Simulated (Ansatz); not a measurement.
## All-electron card of CdO

```
Cd O
1.0
     0.00000    2.34815    2.34815
     2.34815    0.00000    2.34815
     2.34815    2.34815    0.00000
Cd O
1 1
Direct
  0.00000 0.00000 0.00000
  0.50000 0.50000 0.50000
```

Atoms are numbered in the order listed.

Conventional cell: a = 4.696 Å, b = 4.696 Å, c = 4.696 Å, α = 90.00°, β = 90.00°, γ = 90.00°. Cd (atom 1) is surrounded by 6 O at 2.35 Å. Around O (atom 2) lie 6 Cd at 2.35 Å.

The cell is COD entry 9006671, as deposited and not checked against the literature; nothing was relaxed.

Methods: DFT, PBEsol, all-electron LAPW, scalar-relativistic (Ansatz 0.2.0); DFT, PBEsol, PAW with Ansatz's default frozen-core files, scalar-relativistic (Ansatz 0.2.0).

For LAPW: a Γ-centred 11×11×11 k mesh, Fermi–Dirac smearing of 0.02 eV, basis error target 0.5 meV/atom, no spin polarisation. PAW takes a cutoff of 420 eV at this cell (files made with PBE, cores remade for this functional). The Ansatz runs share mesh, smearing and spin set-up. Values come from LAPW unless marked.

```yaml
Pressure_at_this_cell: -0.54 GPa
Band_gap: "none: bands cross the Fermi level, a metal"
Density_of_states_at_the_Fermi_level_0.2_eV_bin: 0.04 states/eV per cell
Löwdin_charges_with_0.18_e_of_the_cell_spilling_out_of_the_atomic_basis_so_their_sizes_and_signs_hang_on_that_basis: Cd1 1.35, O2 -1.16 e
Bader_charges_from_the_PAW_run: Cd1 +1.16, O2 -1.16 e
Volume_per_atom: 12.95 Å³
```
